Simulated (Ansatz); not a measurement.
## Equation of state of barium, hcp

The calculation used DFT, revPBE, plane waves (420 eV) with PAW, scalar-relativistic (Ansatz 0.2.0). The PAW files were generated under PBE, with cores re-solved for the functional.

The cell is scaled uniformly from the relaxed one, with fractional coordinates and shape fixed. Energies are extrapolated to zero smearing, pressures are those at the given smearing. Magnetic state: spin not included.

| V (Å³/atom) | E − E₀ (meV/atom) | P (GPa) |
| --- | --- | --- |
| 59.556 | 25.9 | 1.17 |
| 62.263 | 10.7 | 0.74 |
| 64.970 | 2.4 | 0.36 |
| 67.678 | 0.0 | 0.04 |
| 70.385 | 2.7 | -0.24 |
| 73.092 | 9.7 | -0.48 |
| 75.799 | 20.4 | -0.69 |

Problem. Fit a third-order Birch-Murnaghan equation.

Solution. V₀ = 67.55 Å³/atom, B₀ = 7.5 GPa, B₀′ = 2.7.
